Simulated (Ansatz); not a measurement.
# N on Ni(111): change of the work function, part 2 of 4

How does N on the fcc site change the work function of Ni(111) as the layer fills?

Ansatz 0.2.0; plane-wave DFT, PBE, Ansatz PAW.

So far, work function, upper face (eV): step 2 (the clean slab) 5.07.

## 3. Adsorbate added, k-mesh 4×4×1, coverage 0.111 ML

System of this step: Ni36N (N/Ni(111)). The cell holds 37 atoms: 36 Ni and 1 N. Its edges and angles: a = 7.467 Å, b = 7.467 Å, c = 25.466 Å, α = 90.0°, β = 90.0°, γ = 60.0°. Vacuum lies along c.

The clean slab as it ended is repeated in the plane and the adsorbate is set on one face; the cell's size fixes the coverage, and the k-mesh shrinks with it to keep the sampling density about even. Adsorbate and upper layers relax, since the dipole depends on the height.

File input.yaml:

```yaml
crystal:
  lattice:
    - [7.4670476093, 0.0, 0.0]
    - [3.7335238046, 6.4666529209, 0.0]
    - [0.0, 0.0, 25.4661806774]
  atoms:
    - { symbol: Ni, position: [0.0, 0.0, 0.3534098856], spin: 0.7 }
    - { symbol: Ni, position: [0.1111111111, 0.1111111111, 0.4332127022], spin: 0.72 }
    - { symbol: Ni, position: [0.2222222222, 0.2222222222, 0.51275018], spin: 0.72 }
    - { symbol: Ni, position: [0.0, 0.0, 0.5914890919], spin: 0.7 }
    - { symbol: Ni, position: [0.0, 0.3333333333, 0.3534098856], spin: 0.7 }
    - { symbol: Ni, position: [0.1111111111, 0.4444444444, 0.4332127022], spin: 0.72 }
    - { symbol: Ni, position: [0.2222222222, 0.5555555556, 0.51275018], spin: 0.72 }
    - { symbol: Ni, position: [0.0, 0.3333333333, 0.5914890919], spin: 0.7 }
    - { symbol: Ni, position: [0.0, 0.6666666667, 0.3534098856], spin: 0.7 }
    - { symbol: Ni, position: [0.1111111111, 0.7777777778, 0.4332127022], spin: 0.72 }
    - { symbol: Ni, position: [0.2222222222, 0.8888888889, 0.51275018], spin: 0.72 }
    - { symbol: Ni, position: [0.0, 0.6666666667, 0.5914890919], spin: 0.7 }
    - { symbol: Ni, position: [0.3333333333, 0.0, 0.3534098856], spin: 0.7 }
    - { symbol: Ni, position: [0.4444444444, 0.1111111111, 0.4332127022], spin: 0.72 }
    - { symbol: Ni, position: [0.5555555556, 0.2222222222, 0.51275018], spin: 0.72 }
    - { symbol: Ni, position: [0.3333333333, 0.0, 0.5914890919], spin: 0.7 }
    - { symbol: Ni, position: [0.3333333333, 0.3333333333, 0.3534098856], spin: 0.7 }
    - { symbol: Ni, position: [0.4444444444, 0.4444444444, 0.4332127022], spin: 0.72 }
    - { symbol: Ni, position: [0.5555555556, 0.5555555556, 0.51275018], spin: 0.72 }
    - { symbol: Ni, position: [0.3333333333, 0.3333333333, 0.5914890919], spin: 0.7 }
    - { symbol: Ni, position: [0.3333333333, 0.6666666667, 0.3534098856], spin: 0.7 }
    - { symbol: Ni, position: [0.4444444444, 0.7777777778, 0.4332127022], spin: 0.72 }
    - { symbol: Ni, position: [0.5555555556, 0.8888888889, 0.51275018], spin: 0.72 }
    - { symbol: Ni, position: [0.3333333333, 0.6666666667, 0.5914890919], spin: 0.7 }
    - { symbol: Ni, position: [0.6666666667, 0.0, 0.3534098856], spin: 0.7 }
    - { symbol: Ni, position: [0.7777777778, 0.1111111111, 0.4332127022], spin: 0.72 }
    - { symbol: Ni, position: [0.8888888889, 0.2222222222, 0.51275018], spin: 0.72 }
    - { symbol: Ni, position: [0.6666666667, 0.0, 0.5914890919], spin: 0.7 }
    - { symbol: Ni, position: [0.6666666667, 0.3333333333, 0.3534098856], spin: 0.7 }
    - { symbol: Ni, position: [0.7777777778, 0.4444444444, 0.4332127022], spin: 0.72 }
    - { symbol: Ni, position: [0.8888888889, 0.5555555556, 0.51275018], spin: 0.72 }
    - { symbol: Ni, position: [0.6666666667, 0.3333333333, 0.5914890919], spin: 0.7 }
    - { symbol: Ni, position: [0.6666666667, 0.6666666667, 0.3534098856], spin: 0.7 }
    - { symbol: Ni, position: [0.7777777778, 0.7777777778, 0.4332127022], spin: 0.72 }
    - { symbol: Ni, position: [0.8888888889, 0.8888888889, 0.51275018], spin: 0.72 }
    - { symbol: Ni, position: [0.6666666667, 0.6666666667, 0.5914890919], spin: 0.7 }
    - { symbol: "N", position: [0.1111111111, 0.1111111111, 0.6465901144] }
magnetization:
  spin_polarized: true
kpoints:
  mp_grid: { grid: [4, 4, 1] }
hamiltonian:
  xc: pbe
scf:
  occupations: { method: fermi_dirac, width: 0.1 }
  convergence: { dr2_threshold: 1.0e-08 }
efield:
  axis: 3
  dipole_correction: true
  ramp_position: 0.97
  ramp_width: 0.06
relax:
  f_tol: 0.02
  max_steps: 60
  constraints:
    - { sites: [0, 1, 4, 5, 8, 9, 12, 13, 16, 17, 20, 21, 24, 25, 28, 29, 32, 33] }
output:
  write_potential: true
  write_density: true
  volumetric_format: npy
```

Command:

```sh
$ ansatz run input.yaml --threads 4 --pin off --max-ram 16384MiB --backend cpu --events-out ev --progress --plain --runs-dir out
```

Numbers of over 12 decimals in the logs are rounded to 6 here.

The program printed:

```text
[...]
Crystal: 37 atoms, lattice volume = 1229.681 Å³
Basis set: ecut = 420 eV, 24049 PW (Γ), exchange–correlation on 100×100×360 points (8 copies of the dense FFT grid, shifted against one another)
Bands: 408, of which v1, the nominal top of the filled ones, is band 327 counted from 1 (326 counted from 0)
Symmetry: 6 space group operations
k-points: 4 of 16 (time reversal used)
[...]
Starting moments: Σ|m| = 25.56 μB on 36 of 37 sites
[...]
SCF iter   1: F=—  HF=-210570.342271 eV  |F-HF|=—  |Δ(HF+E_count)|=         —  Δρ=3.11e-2 (↑1.40e-2 ↓3.11e-2)  dr2=2.61e1  dr2_m=2.53e0  M=27.285 μB ∫|m|=28.649 μB  β_m=1.00  ethr=3.10e-3  p=-0.000 e·Å  D=-9.15e-7 V/Å  ΔV_dip=0.00 eV  dr2_dipole=8.87e-1  V_vac-E_F(+/−)=7.30/7.30 eV  ⟨swp⟩=8.2  Hψ=15544  notcnv=0  defer=338
[...]
SCF iter  22: F=-210602.309029 eV  HF=-210602.309029 eV  |F-HF|=2.74e-9  |Δ(HF+E_count)|=   1.86e-9  Δρ=2.75e-7 (↑1.07e-7 ↓2.75e-7)  dr2=2.52e-9  dr2_m=1.20e-10  M=23.086 μB ∫|m|=26.423 μB  ethr=1.00e-12  p=-0.151 e·Å  D=-2.22e-2 V/Å  ΔV_dip=0.56 eV  dr2_dipole=2.38e-10  V_vac-E_F(+/−)=5.64/5.08 eV  ⟨swp⟩=6.1  Hψ=19708  notcnv=0
SCF 1 converged in 22 iterations: F = -210602.309029 eV  dr2 = 2.52e-9
[...]
relax step   1: F+E_penalty+E_count = -210602.30902914 eV  Δ(F+E_penalty+E_count) = +0.000e0 eV  max|allowed force component| = 4.328e0 eV/Å  Δτ_max = 0.0000 Å  (22 SCF iters, accepted)
[...]
SCF iter  14: F=-210602.872670 eV  HF=-210602.872670 eV  |F-HF|=9.55e-9  |Δ(HF+E_count)|=   3.03e-8  Δρ=5.85e-7 (↑2.64e-7 ↓5.85e-7)  dr2=8.16e-9  dr2_m=4.03e-10  M=22.726 μB ∫|m|=26.036 μB  ethr=1.00e-12  p=-0.123 e·Å  D=-1.80e-2 V/Å  ΔV_dip=0.46 eV  dr2_dipole=4.67e-10  V_vac-E_F(+/−)=5.54/5.08 eV  ⟨swp⟩=6.2  Hψ=20365  notcnv=0
SCF 2 converged in 14 iterations: F = -210602.872670 eV  dr2 = 8.16e-9
relax step   2: F+E_penalty+E_count = -210602.87266950 eV  Δ(F+E_penalty+E_count) = -5.636e-1 eV  max|allowed force component| = 3.321e0 eV/Å  Δτ_max = 0.1219 Å  (14 SCF iters, accepted)
SCF iter   1: F=—  HF=-210603.306084 eV  |F-HF|=—  |Δ(HF+E_count)|=         —  Δρ=6.29e-3 (↑5.91e-3 ↓6.29e-3)  dr2=5.43e-1  dr2_m=1.70e-1  M=22.451 μB ∫|m|=25.771 μB  β_m=1.00  ethr=1.51e-3  p=-0.123 e·Å  D=-1.80e-2 V/Å  ΔV_dip=0.46 eV  dr2_dipole=3.52e-3  V_vac-E_F(+/−)=5.54/5.08 eV  ⟨swp⟩=5.1  Hψ=7426  notcnv=0  defer=377
[...]
SCF iter  17: F=-210603.259273 eV  HF=-210603.259273 eV  |F-HF|=3.00e-9  |Δ(HF+E_count)|=   4.42e-9  Δρ=2.34e-7 (↑1.03e-7 ↓2.34e-7)  dr2=1.19e-9  dr2_m=6.48e-11  M=22.265 μB ∫|m|=25.560 μB  ethr=1.00e-12  p=-0.107 e·Å  D=-1.58e-2 V/Å  ΔV_dip=0.40 eV  dr2_dipole=4.08e-11  V_vac-E_F(+/−)=5.48/5.08 eV  ⟨swp⟩=6.4  Hψ=18327  notcnv=0
SCF 3 converged in 17 iterations: F = -210603.259273 eV  dr2 = 1.19e-9
relax step   3: F+E_penalty+E_count = -210603.25927276 eV  Δ(F+E_penalty+E_count) = -3.866e-1 eV  max|allowed force component| = 1.906e0 eV/Å  Δτ_max = 0.1577 Å  (17 SCF iters, accepted)
[...]
relax step   4: F+E_penalty+E_count = -210603.37308610 eV  Δ(F+E_penalty+E_count) = -1.138e-1 eV  max|allowed force component| = 9.354e-1 eV/Å  Δτ_max = 0.1902 Å  (17 SCF iters, accepted)
[...]
relax step   5: F+E_penalty+E_count = -210603.42875018 eV  Δ(F+E_penalty+E_count) = -5.566e-2 eV  max|allowed force component| = 6.257e-2 eV/Å  Δτ_max = 0.0336 Å  (15 SCF iters, accepted)
SCF iter   1: F=—  HF=-210603.429723 eV  |F-HF|=—  |Δ(HF+E_count)|=         —  Δρ=4.13e-4 (↑4.13e-4 ↓3.60e-4)  dr2=1.53e-3  dr2_m=7.29e-4  M=22.061 μB ∫|m|=25.343 μB  β_m=1.00  ethr=1.11e-5  p=-0.071 e·Å  D=-1.04e-2 V/Å  ΔV_dip=0.26 eV  dr2_dipole=1.22e-4  V_vac-E_F(+/−)=5.34/5.08 eV  ⟨swp⟩=2.8  Hψ=5836  notcnv=0  defer=385
[...]
SCF iter  13: F=-210603.429413 eV  HF=-210603.429413 eV  |F-HF|=4.31e-9  |Δ(HF+E_count)|=   4.66e-9  Δρ=4.30e-7 (↑9.48e-8 ↓4.30e-7)  dr2=6.94e-9  dr2_m=3.94e-10  M=22.055 μB ∫|m|=25.336 μB  ethr=1.43e-12  p=-0.069 e·Å  D=-1.02e-2 V/Å  ΔV_dip=0.26 eV  dr2_dipole=1.47e-9  V_vac-E_F(+/−)=5.34/5.08 eV  ⟨swp⟩=6.2  Hψ=17901  notcnv=0
SCF 6 converged in 13 iterations: F = -210603.429413 eV  dr2 = 6.94e-9
relax step   6: F+E_penalty+E_count = -210603.42941256 eV  Δ(F+E_penalty+E_count) = -6.624e-4 eV  max|allowed force component| = 1.198e-2 eV/Å  Δτ_max = 0.0078 Å  (13 SCF iters, accepted)
NSCF: frozen V_eff on 4 k-points
[...]
SCF converged after 13 iterations
Magnetization: 22.0551 μB (337.5276 up, 315.4724 down)
Absolute magnetization: 25.3616 μB (∫|ρ↑−ρ↓|, with the PAW one-centre terms)
[...]
Per-site moments (μB) at R_I (Å): [(0.704260, 1.026719), (0.731253, 1.022858), (0.686464, 1.022530), (0.178152, 0.722986), (0.704260, 1.026719), (0.710511, 1.020734), (0.705578, 1.010658), (0.178152, 0.722986), (0.706659, 1.026719), (0.710511, 1.020734), (0.686464, 1.022530), (0.638318, 1.011405), (0.704260, 1.026719), (0.710511, 1.020734), (0.705578, 1.010658), (0.178152, 0.722986), (0.699378, 1.026719), (0.715161,  [...]
Free energy (F): -210603.429413 eV
[...]
Internal energy: -210601.330769 eV  (E = F + TS)
E sigma→0 (E₀):  -210602.380091 eV
Entropy (-TS):   -2.098643 eV (-56.720 meV/atom)
Fermi energy:    2.364600 eV
Dipole field:    D = -0.010231 V/Å  (p = -0.069523 e·Å, saw-weighted, corrected)
Work function:   Φ+ = 5.3405 eV   Φ− = 5.0800 eV
[...]
--- Forces (eV/Å), atoms counted from 1 ---
  atom   1  Ni     0.00976187     0.00563602     0.14731369
  atom   2  Ni    -0.00000000    -0.00000000    -0.12573312
  atom   3  Ni    -0.00079353    -0.00045814     0.00710749
  atom   4  Ni     0.01037592     0.00599054    -0.01112459
  atom   5  Ni     0.00000000    -0.01127203     0.14731369
  atom   6  Ni    -0.02664991    -0.00145825    -0.13893170
  atom   7  Ni     0.00004344    -0.00002508    -0.00447002
  atom   8  Ni     0.00000000    -0.01198108    -0.01112459
  atom   9  Ni     0.01115045    -0.00643772     0.16264127
  atom  10  Ni    -0.01206207     0.02380862    -0.13893170
  atom  11  Ni    -0.00000000     0.00091629     0.00710749
  atom  12  Ni     0.00302945    -0.00174906     0.01186036
  atom  13  Ni    -0.00976187     0.00563602     0.14731369
  atom  14  Ni    -0.01458784    -0.02235037    -0.13893170
  atom  15  Ni    -0.00000000     0.00005016    -0.00447002
  atom  16  Ni    -0.01037592     0.00599054    -0.01112459
  atom  17  Ni    -0.00135137    -0.00078021     0.13555850
  atom  18  Ni    -0.00000000    -0.00000000    -0.17229913
  atom  19  Ni    -0.00004344    -0.00002508    -0.00447002
  atom  20  Ni    -0.00021639    -0.00012493     0.00419203
  atom  21  Ni    -0.00000000     0.00156042     0.13555850
  atom  22  Ni     0.01206207     0.02380862    -0.13893170
  atom  23  Ni    -0.00208873     0.00120593    -0.00195822
  atom  24  Ni    -0.00000000     0.00024986     0.00419203
  atom  25  Ni    -0.00000000     0.01287544     0.16264127
  atom  26  Ni     0.01458784    -0.02235037    -0.13893170
  atom  27  Ni     0.00079353    -0.00045814     0.00710749
  atom  28  Ni    -0.00000000     0.00349811     0.01186036
  atom  29  Ni     0.00135137    -0.00078021     0.13555850
  atom  30  Ni     0.02664991    -0.00145825    -0.13893170
  atom  31  Ni     0.00000000    -0.00241186    -0.00195822
  atom  32  Ni     0.00021639    -0.00012493     0.00419203
  atom  33  Ni    -0.01115045    -0.00643772     0.16264127
  atom  34  Ni    -0.00000000    -0.00000000    -0.21480102
  atom  35  Ni     0.00208873     0.00120593    -0.00195822
  atom  36  Ni    -0.00302945    -0.00174906     0.01186036
  atom  37  N      0.00000000     0.00000000    -0.00688511
  max |Σ_I F_I| component: 5.30e-5 eV/Å
--- Band table (eV; the first three rows and the last of 8) ---
  k-point 0 ↑: bands = [... 323 lower, 1.6026, 1.6145, 1.6177, 1.6177, 1.6227, 1.6227, 1.6403, 1.6403, ... 77 higher]
  k-point 1 ↑: bands = [... 323 lower, 1.6991, 1.7071, 1.7236, 1.7393, 1.7521, 1.7565, 1.7673, 1.7772, ... 77 higher]
  k-point 2 ↑: bands = [... 323 lower, 1.7554, 1.7562, 1.7608, 1.7807, 1.8176, 1.8223, 1.8344, 1.8404, ... 77 higher]
  k-point 3 ↓: bands = [... 323 lower, 2.5123, 2.5340, 2.5733, 2.5744, 2.6038, 2.6280, 2.6397, 2.6729, ... 77 higher]
--- Relaxed structure (6 steps of the walk, 6 accepted, 0 SCFs on fresh bases) ---
  F+E_penalty+E_count = -210603.42941256 eV   max|allowed force component| = 1.198e-2 eV/Å
  atoms:
    - { symbol: Ni, position: [1.1111113280699718e-11, 1.1111113280699718e-11, 0.3534098856] }
    - { symbol: Ni, position: [0.111111, 0.111111, 0.4332127022] }
    - { symbol: Ni, position: [0.221900, 0.221900, 0.512681] }
    - { symbol: Ni, position: [-0.00232565, -0.00232565, 0.596034] }
    - { symbol: Ni, position: [1.1111084274872951e-11, 0.333333, 0.3534098856] }
    - { symbol: Ni, position: [0.111111, 0.444444, 0.4332127022] }
    - { symbol: Ni, position: [0.221274, 0.556030, 0.512402] }
    - { symbol: Ni, position: [-0.00232565, 0.337985, 0.596034] }
    - { symbol: Ni, position: [-2.2222224060897133e-11, 0.666667, 0.3534098856] }
    - { symbol: Ni, position: [0.111111, 0.777778, 0.4332127022] }
    - { symbol: Ni, position: [0.221900, 0.889534, 0.512681] }
    - { symbol: Ni, position: [-0.000382633, 0.666858, 0.590937] }
    - { symbol: Ni, position: [0.333333, 1.1111113280699718e-11, 0.3534098856] }
    - { symbol: Ni, position: [0.444444, 0.111111, 0.4332127022] }
    - { symbol: Ni, position: [0.556030, 0.221274, 0.512402] }
    - { symbol: Ni, position: [0.337985, -0.00232565, 0.596034] }
    - { symbol: Ni, position: [0.333333, 0.333333, 0.3534098856] }
    - { symbol: Ni, position: [0.444444, 0.444444, 0.4332127022] }
    - { symbol: Ni, position: [0.556030, 0.556030, 0.512402] }
    - { symbol: Ni, position: [0.336327, 0.336327, 0.590770] }
    - { symbol: Ni, position: [0.333333, 0.666667, 0.3534098856] }
    - { symbol: Ni, position: [0.444444, 0.777778, 0.4332127022] }
    - { symbol: Ni, position: [0.554715, 0.889309, 0.512969] }
    - { symbol: Ni, position: [0.336327, 0.660679, 0.590770] }
    - { symbol: Ni, position: [0.666667, -2.2222204306928896e-11, 0.3534098856] }
    - { symbol: Ni, position: [0.777778, 0.111111, 0.4332127022] }
    - { symbol: Ni, position: [0.889534, 0.221900, 0.512681] }
    - { symbol: Ni, position: [0.666858, -0.000382633, 0.590937] }
    - { symbol: Ni, position: [0.666667, 0.333333, 0.3534098856] }
    - { symbol: Ni, position: [0.777778, 0.444444, 0.4332127022] }
    - { symbol: Ni, position: [0.889309, 0.554715, 0.512969] }
    - { symbol: Ni, position: [0.660679, 0.336327, 0.590770] }
    - { symbol: Ni, position: [0.666667, 0.666667, 0.3534098856] }
    - { symbol: Ni, position: [0.777778, 0.777778, 0.4332127022] }
    - { symbol: Ni, position: [0.889309, 0.889309, 0.512969] }
    - { symbol: Ni, position: [0.666858, 0.666858, 0.590937] }
    - { symbol: N, position: [0.111111, 0.111111, 0.633688] }
```

Wall time 33 min (4 threads of Intel Xeon Platinum 8259CL at 2.50GHz (Skylake/Cascade Lake), shared host); peak memory 9.9 GiB.

Step by step:

```
step  energy less that of the first step (eV)  largest force component (eV/Å)
   1                                   0.0000                          4.3280
   2                                  -0.5636                          3.3207
   3                                  -0.9502                          1.9056
   4                                  -1.0641                          0.9354
   5                                  -1.1197                          0.0626
   6                                  -1.1204                          0.0120
```

The run keeps the 6 symmetry operations that it works with, so distortions that break them were not tested.

The atoms that moved most (Å):

```
atom      dx      dy      dz  length
 N37   0.000   0.000  -0.329   0.329
Ni16   0.026  -0.015   0.116   0.120
 Ni4  -0.026  -0.015   0.116   0.120
 Ni8   0.000   0.030   0.116   0.120
Ni24   0.000  -0.039  -0.018   0.043
Ni32  -0.034   0.019  -0.018   0.043
Ni20   0.034   0.019  -0.018   0.043
Ni28   0.000  -0.002  -0.014   0.014
```

Final coordinates:

```xyz
37
Lattice="7.4670 0.0000 0.0000 3.7335 6.4667 0.0000 0.0000 0.0000 25.4662" Properties=species:S:1:pos:R:3
Ni    0.0000    0.0000    9.0000
Ni    1.2445    0.7185   11.0323
Ni    2.4854    1.4349   13.0560
Ni   -0.0260   -0.0150   15.1787
Ni    1.2445    2.1556    9.0000
Ni    2.4890    2.8741   11.0323
Ni    3.7282    3.5957   13.0489
Ni    1.2445    2.1856   15.1787
Ni    2.4890    4.3111    9.0000
Ni    3.7335    5.0296   11.0323
Ni    4.9780    5.7523   13.0560
Ni    2.4869    4.3123   15.0489
Ni    2.4890    0.0000    9.0000
Ni    3.7335    0.7185   11.0323
Ni    4.9780    1.4309   13.0489
Ni    2.5151   -0.0150   15.1787
Ni    3.7335    2.1556    9.0000
Ni    4.9780    2.8741   11.0323
Ni    6.2278    3.5957   13.0489
Ni    3.7671    2.1749   15.0446
Ni    4.9780    4.3111    9.0000
Ni    6.2225    5.0296   11.0323
Ni    7.4623    5.7509   13.0634
Ni    4.9780    4.2724   15.0446
Ni    4.9780    0.0000    9.0000
Ni    6.2225    0.7185   11.0323
Ni    7.4707    1.4349   13.0560
Ni    4.9780   -0.0025   15.0489
Ni    6.2225    2.1556    9.0000
Ni    7.4670    2.8741   11.0323
Ni    8.7116    3.5872   13.0634
Ni    6.1890    2.1749   15.0446
Ni    7.4670    4.3111    9.0000
Ni    8.7116    5.0296   11.0323
Ni    9.9608    5.7509   13.0634
Ni    7.4692    4.3123   15.0489
N     1.2445    0.7185   16.1376
```

This step gave:

- energy at zero smearing: -210602.3801 eV
- total moment: 22.06 μB
- work function, upper face: 5.340 eV
- work function, lower face: 5.080 eV
- dipole along the normal: -0.06952 e·Å
- step between the vacuum levels: 0.2605 eV

Running mean over 2.032 Å of the planar mean; the ramp of the sawtooth is left out. Electron's electrostatic potential energy less the Fermi level against z:

z (Å), electron's electrostatic potential energy less the Fermi level (eV) and a bar from the least value:
```
      3.0        5.1 ##############################
      3.5        5.1 ##############################
      4.0        5.1 ##############################
      4.5        5.1 ##############################
      5.0        5.1 #############################
      5.5        5.1 #############################
      6.0        5.0 #############################
      6.5        4.9 #############################
      7.0        4.4 ############################
      7.5        2.3 ########################
      8.0       -3.2 ##############
      8.5       -8.4 ####
      9.0      -10.0 #
      9.5      -10.3 
     10.0      -10.3 
     10.5      -10.3 
     11.0      -10.4 
     11.5      -10.4 
     12.0      -10.5 
     12.5      -10.4 
     13.0      -10.4 
     13.5      -10.4 
     14.0      -10.3 
     14.5      -10.3 
     15.0      -10.4 
     15.5       -9.5 ##
     16.0       -5.0 ##########
     16.5        0.9 #####################
     17.0        3.9 ###########################
     17.5        4.9 #############################
     18.0        5.3 ##############################
     18.5        5.3 ##############################
     19.0        5.3 ##############################
     19.5        5.3 ##############################
     20.0        5.3 ##############################
     20.5        5.3 ##############################
     21.0        5.3 ##############################
     21.5        5.3 ##############################
     22.0        5.3 ##############################
```

Site moment by element, in μB:

```
element  atoms    mean  spread (r.m.s.)   least  largest
     Ni     36   0.651            0.144   0.178    0.731
      N      1  -0.009            0.000  -0.009   -0.009
```

The atoms farthest from the mean of their element:

```
atom          x, y, z (Å)  site moment (μB)
 Ni4  -0.03, -0.02, 15.18             0.178
Ni16   2.52, -0.02, 15.18             0.178
 Ni8    1.24, 2.19, 15.18             0.178
 Ni2    1.24, 0.72, 11.03             0.731
Ni18    4.98, 2.87, 11.03             0.715
Ni34    8.71, 5.03, 11.03             0.711
Ni14    3.73, 0.72, 11.03             0.711
Ni26    6.22, 0.72, 11.03             0.711
```

The relaxation took 6 steps and lowered the energy by 1.1 eV; the largest force on the free atoms ends at 0.012 eV/Å.

The covered face has 5.34 eV, +0.27 eV against the clean one; the bare back face has moved by -0.00 eV, a measure of how thin the slab is.

[end of part 2 of 4]

[Logs are printed without paths, hosts, clocks, repeated set-up lines and the standing remarks that a program may print on its own settings, such as how far it seeks lower states.]

[Hosts, paths, dates, database ids (printed as entryN), source tags and the programs' standing remarks are cut or masked in the printed files.]

[Maps of the electrostatic potential energy from Ansatz leave out the sawtooth potential of an applied field or a dipole correction, so their vacuum need not be flat; planar profiles and work functions include it.]
